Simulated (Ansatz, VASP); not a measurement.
# Cross-check of BaTiO3 between VASP and Ansatz, part 2 of 2

One calculation is typed for both programs; each brings its own data sets and cutoff. How far apart do they land?

VASP 6.6.1 and Ansatz 0.2.0.

So far: Set-up; VASP: relaxation of cell and atoms, PBEsol.

The database entry behind the starting cell differs from later determinations by our own check (c/a about 0.6 % short), so it need not match the best structure at ambient conditions.

### 3. Ansatz: relaxation of cell and atoms, PBEsol

Level of this step: Ansatz beside VASP: Kohn-Sham DFT, plane waves, PBEsol (Ansatz).

Ansatz runs on its default PAW (the set named soft_2) files.

The same cell, functional, mesh and smearing now go to Ansatz, which takes its cutoff from its data sets.

Input file input.yaml:

```yaml
crystal:
  lattice:
    - [3.9998, 0.0, 0.0]
    - [0.0, 3.9998, 0.0]
    - [0.0, 0.0, 4.018]
  atoms:
    - { symbol: Ba, position: [0.0, 0.0, 0.0] }
    - { symbol: Ti, position: [0.5, 0.5, 0.49] }
    - { symbol: O, position: [0.5, 0.5, 0.019] }
    - { symbol: O, position: [0.5, 0.0, 0.517] }
    - { symbol: O, position: [0.0, 0.5, 0.517] }
hamiltonian:
  xc: pbesol
  pseudopotentials: { kind: paw }
kpoints:
  mp_grid: { grid: [6, 6, 6] }
scf:
  occupations: { method: gaussian, width: 0.05 }
relax:
  f_tol: 0.01
  max_steps: 60
  cell: { stress_tol: 0.05 }
output:
  forces: true
  stress: true
  write_density: true
  write_potential: true
  elf: true
  volumetric_format: npy
```

Launch:

```
$ ansatz run input.yaml --threads 4 --pin off --max-ram 9216MiB --backend cpu --events-out ev --progress --plain --runs-dir out
```

Numbers of over 12 decimals in the logs are rounded to 6 here.

Output:

```text
Engine: ansatz 0.2.0, x86_64-unknown-linux-gnu
Pseudopotentials: kind: paw
Pseudopotential: Ba, paw, valence charge 10, recommended cutoff 420 eV (normal), Ba.paw.azcp
Pseudopotential: Ti, paw, valence charge 12, recommended cutoff 420 eV (normal), Ti.paw.azcp
Pseudopotential: O, paw, valence charge 6, recommended cutoff 420 eV (normal), O.paw.azcp
Functional definition: PBEsol
  exchange = pbesol_x
  correlation = pbesol_c
Crystal: 5 atoms, lattice volume = 64.282 Å³
Basis set: ecut = 420 eV, 1237 PW (Γ), exchange–correlation on 54×54×54 points (8 copies of the dense FFT grid, shifted against one another)
Bands: 25, of which v1, the nominal top of the filled ones, is band 20 counted from 1 (19 counted from 0)
Symmetry: 8 space group operations
Space group: P4mm (ITA 99), of the structure as read, at distance tolerance 4.0e-5 Å
k-points: 40 of 216 (time reversal used)
Non-local potential: Ba, projectors of the file, l = 0: 3, l = 1: 2, l = 2: 2, l = 3: 2
Non-local potential: Ti, projectors of the file, l = 0: 3, l = 1: 2, l = 2: 3, l = 3: 1
Non-local potential: O, projectors of the file, l = 0: 2, l = 1: 2, l = 2: 1
PAW form: soft (Blöchl's): semilocal exchange-correlation on the pseudo side does not see the compensation charge
PAW frozen core: Ba, regenerated for the run's functional, and the local potential with it (the file was generated under x = pbe(κ = 0.804, μ = 0.219515), c = pbe(β = 0.066725))
PAW frozen core: Ti, regenerated for the run's functional, and the local potential with it (the file was generated under x = pbe(κ = 0.804, μ = 0.219515), c = pbe(β = 0.066725))
PAW frozen core: O, regenerated for the run's functional, and the local potential with it (the file was generated under x = pbe(κ = 0.804, μ = 0.219515), c = pbe(β = 0.066725))
PAW one-centre angular grid: Ba, 194 points (default); XC on 64 Gauss nodes
PAW one-centre angular grid: Ti, 590 points (default); XC on 64 Gauss nodes
PAW one-centre angular grid: O, 110 points (default); XC on 64 Gauss nodes
Initial density: superposition of atomic densities (neutral atoms: chi_scale 0, normalization atom), corrected by the library's trained network
Initial wavefunctions: pseudopotential atomic-orbital guess
Functional: x = pbesol(κ = 0.804, μ = 0.123457), c = pbesol(β = 0.046)
SCF iter   1: F=—  HF=-10027.489444 eV  |F-HF|=—  |Δ(HF+E_count)|=         —  Δρ=1.72e-2  dr2=1.65e-1  ethr=1.77e-3  ⟨swp⟩=6.2  Hψ=4998  notcnv=0
preconditioner: auto → Resta (q_TF=auto, 2.521 Å⁻¹)  ε∞=5.9  [insulator: Δε(μ)=1.596 eV  Ē_g=11.844 eV  σ=0.050 eV  W_gap=1.00  n_scr=18 (ndim 8)  ℏωp=26.2 eV  f_vac=0.000  D(μ)=0.00/eV (n_scr^D=0)  ε∞_Penn≈5.9]
SCF iter   2: F=—  HF=-10027.456298 eV  |F-HF|=—  |Δ(HF+E_count)|=   3.31e-2  Δρ=4.44e-3  dr2=1.54e-2  ethr=4.11e-4  ⟨swp⟩=2.4  Hψ=1845  notcnv=0  defer=39
SCF iter   3: F=—  HF=-10027.454485 eV  |F-HF|=—  |Δ(HF+E_count)|=   1.81e-3  Δρ=1.49e-3  dr2=1.78e-3  ethr=3.84e-5  ⟨swp⟩=2.2  Hψ=1310  notcnv=0  defer=40
SCF iter   4: F=—  HF=-10027.454262 eV  |F-HF|=—  |Δ(HF+E_count)|=   2.24e-4  Δρ=1.39e-4  dr2=1.33e-5  ethr=4.45e-6  ⟨swp⟩=2.0  Hψ=1356  notcnv=0  defer=40
SCF iter   5: F=—  HF=-10027.453944 eV  |F-HF|=—  |Δ(HF+E_count)|=   3.18e-4  Δρ=2.64e-5  dr2=4.63e-7  ethr=3.33e-8  ⟨swp⟩=2.1  Hψ=1715  notcnv=0  defer=40
SCF iter   6: F=-10027.453944 eV  HF=-10027.453944 eV  |F-HF|=9.42e-9  |Δ(HF+E_count)|=   1.41e-7  Δρ=8.73e-6  dr2=3.21e-8  ethr=2.50e-10  ⟨swp⟩=8.9  Hψ=6846  notcnv=0
SCF 1 converged in 6 iterations: F = -10027.453944 eV  dr2 = 3.21e-8
  greatest PAW one-centre occupation: 0.999 electrons in one spin orbital (limit 2), on the Ti atom at site 1 (counted from 0), in its partial waves of l = 0
relax step   1: F+E_penalty+E_count = -10027.45394438 eV  Δ(F+E_penalty+E_count) = +0.000e0 eV  max|allowed force component| = 3.550e-1 eV/Å  Δτ_max = 0.0000 Å  P = -3.840 GPa  Ω = 64.282 Å³  (6 SCF iters, dr2 threshold 1.00e-7 eV, accepted)
[... from here on, the SCF cycles and remarks between the steps are left out ...]
relax step   2: F+E_penalty+E_count = -10027.47861533 eV  Δ(F+E_penalty+E_count) = -2.467e-2 eV  max|allowed force component| = 1.225e-1 eV/Å  Δτ_max = 0.0099 Å  P = +0.248 GPa  Ω = 62.827 Å³  energy of the carried Pulay correction = +5.416e-3 eV  (6 SCF iters, dr2 threshold 5.00e-7 eV, accepted)
relax step   3: F+E_penalty+E_count = -10027.47872115 eV  Δ(F+E_penalty+E_count) = -1.058e-4 eV  max|allowed force component| = 1.509e-1 eV/Å  Δτ_max = 0.0075 Å  P = +0.037 GPa  Ω = 62.930 Å³  energy of the carried Pulay correction = +5.026e-3 eV  (6 SCF iters, dr2 threshold 5.00e-7 eV, accepted)
relax step   4: F+E_penalty+E_count = -10027.47914178 eV  Δ(F+E_penalty+E_count) = -4.206e-4 eV  max|allowed force component| = 1.412e-1 eV/Å  Δτ_max = 0.0028 Å  P = -0.048 GPa  Ω = 62.977 Å³  energy of the carried Pulay correction = +4.850e-3 eV  (6 SCF iters, dr2 threshold 5.00e-7 eV, accepted)
relax step   5: F+E_penalty+E_count = -10027.48003666 eV  Δ(F+E_penalty+E_count) = -8.949e-4 eV  max|allowed force component| = 1.056e-1 eV/Å  Δτ_max = 0.0103 Å  P = -0.164 GPa  Ω = 63.115 Å³  energy of the carried Pulay correction = +4.331e-3 eV  (6 SCF iters, dr2 threshold 5.00e-7 eV, accepted)
relax step   6: F+E_penalty+E_count = -10027.48154452 eV  Δ(F+E_penalty+E_count) = -1.508e-3 eV  max|allowed force component| = 1.556e-2 eV/Å  Δτ_max = 0.0193 Å  P = +0.008 GPa  Ω = 63.285 Å³  energy of the carried Pulay correction = +3.695e-3 eV  (6 SCF iters, dr2 threshold 5.00e-7 eV, accepted)
relax step   7: F+E_penalty+E_count = -10027.48151426 eV  Δ(F+E_penalty+E_count) = +3.026e-5 eV  max|allowed force component| = 2.839e-3 eV/Å  Δτ_max = 0.0022 Å  P = -0.026 GPa  Ω = 63.306 Å³  energy of the carried Pulay correction = +3.616e-3 eV  (6 SCF iters, dr2 threshold 3.60e-8 eV, accepted)
relax step   8: F+E_penalty+E_count = -10027.47860307 eV  Δ(F+E_penalty+E_count) = +2.911e-3 eV  max|allowed force component| = 3.124e-3 eV/Å  Δτ_max = 0.0000 Å  P = -0.114 GPa  Ω = 63.306 Å³  stress off target by 1.47e-1 GPa  SCF on the basis re-selected at this cell (its energy is not comparable with the rows above)  (6 SCF iters)
relax step   9: F+E_penalty+E_count = -10027.47876268 eV  Δ(F+E_penalty+E_count) = -1.596e-4 eV  max|allowed force component| = 1.831e-3 eV/Å  Δτ_max = 0.0005 Å  P = +0.009 GPa  Ω = 63.269 Å³  energy of the carried Pulay correction = +1.373e-4 eV  (6 SCF iters, accepted)
relax step  10: F+E_penalty+E_count = -10027.47865151 eV  Δ(F+E_penalty+E_count) = +1.112e-4 eV  max|allowed force component| = 1.813e-3 eV/Å  Δτ_max = 0.0000 Å  P = +0.006 GPa  Ω = 63.269 Å³  stress off target by 1.64e-2 GPa  SCF on the basis re-selected at this cell (its energy is not comparable with the rows above)  (6 SCF iters)
basis re-selected at this cell: Δ(F+E_penalty+E_count) = +1.112e-4 eV, ΔP = -0.002 GPa vs the last step (what re-selecting the basis moved, of the pressure what is left beyond the Pulay correction that the steps carried, after the strain that the cell walked since its last selection, with what the two solves' SCF thresholds leave and, on support functions, any second-order correction that the steps lacked; it is no m [...]
SCF converged after 6 iterations
Free energy (F): -10027.478652 eV
Harris-Foulkes:  -10027.478652 eV  (|F-HF|=1.82e-12)
Internal energy: -10027.478652 eV  (E = F + TS)
E sigma→0 (E₀):  -10027.478652 eV
Fermi energy:    11.376202 eV
--- Per-component energies (eV) ---
  E_band       = -135.571145
  E_kinetic    = 969.311423
  E_local      = -2088.669110  (includes V_loc(G=0)·N_el)
  E_nonlocal   = 207.217163
  E_hartree    = 815.085715
  E_xc         = -486.619483
  E_vxc        = -543.586606  (∫ρ·V_xc dr)
  E_paw        = -6617.076101  (= ΣΔE_a)
  E_vpaw       = -310.022859  (= ΣTr[D̂ρ^β])
  E_aug_tail   = 0.007449  (compensation charges beyond the density's cutoff)
  E_ewald      = -2827.132389
  E_core_change = 0.396681  (= ΣΔE_core)
  E_smearing   = -0.000000  (= −TS)
  E_closure    = 0.000000  (closes the sum)
  Σ components = -10027.478652   (vs F -10027.478652, Δ=0.00e0)
--- Forces (eV/Å), atoms counted from 1 ---
  atom   1  Ba    -0.00000000    -0.00000000    -0.00022368
  atom   2  Ti    -0.00000000    -0.00000000     0.00036160
  atom   3  O     -0.00000000    -0.00000000    -0.00181240
  atom   4  O     -0.00000000     0.00000000     0.00083796
  atom   5  O      0.00000000    -0.00000000     0.00083796
  max |Σ_I F_I| component: 1.44e-6 eV/Å
--- Stress (GPa, compression-positive) ---
        0.001522      -0.000000       0.000000
       -0.000000       0.001522      -0.000000
        0.000000      -0.000000       0.016437
  P = ⅓ Tr σ = 0.0065 GPa (0.065 kbar)
--- Band table (eV; the first three rows and the last of 40) ---
  k-point 0: bands = [... 16 lower, 9.1594, 9.9946, 10.0820, 10.0820, 12.3006, 12.6776, 12.6776, 14.7331, ... 1 higher]
  k-point 1: bands = [... 16 lower, 8.9463, 9.4903, 10.0006, 10.0006, 12.3320, 13.0678, 13.0678, 14.7296, ... 1 higher]
  k-point 2: bands = [... 16 lower, 8.5761, 8.7454, 9.8386, 9.8386, 12.3966, 13.7807, 13.7807, 14.7290, ... 1 higher]
  k-point 39: bands = [... 16 lower, 8.0125, 10.2304, 10.2304, 10.4518, 14.7693, 14.7693, 14.8185, 16.9588, ... 1 higher]
--- Relaxed structure (8 steps of the walk, 8 accepted, 2 SCFs on fresh bases) ---
  F+E_penalty+E_count = -10027.47865151 eV   max|allowed force component| = 1.813e-3 eV/Å   (the final SCF, on the basis selected at the relaxed cell)
  cell:  # Å, volume = 63.2692 Å³
    - [3.955507, 0, 1.2991590817248373e-18]
    - [0, 3.955507, 0]
    - [1.3050705511201589e-18, 0, 4.043786]
  atoms:
    - { symbol: Ba, position: [-3.7328928295988375e-19, 0, -0.00191261] }
    - { symbol: Ti, position: [0.500000, 0.500000, 0.482865] }
    - { symbol: O, position: [0.500000, 0.500000, 0.027819] }
    - { symbol: O, position: [0.500000, 0, 0.517114] }
    - { symbol: O, position: [0, 0.500000, 0.517114] }
```

Run time: 23 s. Hardware: 4 threads of Intel Xeon Platinum 8488C (Sapphire Rapids), shared host; peak memory 0.59 GiB.

### 4. Side by side

Known differences besides the potentials themselves: both relaxations stop at a tolerance, which leaves soft axes loose, and VASP keeps its plane-wave basis; the cutoff is 420 eV in Ansatz and 520 eV in VASP; Ansatz makes its cores anew for this functional, VASP keeps those of its PBE data sets; VASP leaves aspherical gradient terms in its spheres out (LASPH is not set), Ansatz keeps them; Ansatz adds a Pulay correction to the stress that steers its cell, VASP none. Total energies have different zeros and are not compared.

Compared:

| quantity | Ansatz | VASP | difference |
| --- | --- | --- | --- |
| volume (Å³) | 63.27 | 64.06 | -1.24 % |
| edge a after relaxation, in the typed setting (Å) | 3.955 | 3.968 | -0.32 % |
| edge c after relaxation, in the typed setting (Å) | 4.044 | 4.068 | -0.60 % |

The walks stopped with 0.01 GPa left in Ansatz and 0.00 GPa in VASP; each walk ends within a tolerance, so the volume difference is uncertain by about these residues over the bulk modulus, most in soft cells.

A further Ansatz single point at VASP's end cell gives -1.90 GPa where VASP has 0.00 GPa.

### 5. Results

| Item | Value |
| --- | --- |
| difference in volume (relaxation of cell and atoms, PBEsol) | -1.2 % |

**Reading.** The difference in volume is -1.2 % (relaxation of cell and atoms, PBEsol), at about the 1.2 % picked in this series as the mark of a large difference, as far as the stopping tolerances let one tell. A pressure difference of -1.89 GPa at VASP's end cell goes with -1.2 % of volume. How closely two codes agree says nothing of how well the functional describes the real material.

[Lines on the potential files, build, host, timing and source positions are cut from VASP's logs without a mark.]

[Logs are printed without paths, hosts, clocks, repeated set-up lines and the standing remarks that a program may print on its own settings, such as how far it seeks lower states.]

[Hosts, paths, dates, database ids (printed as entryN), source tags and the programs' standing remarks are cut or masked in the printed files.]
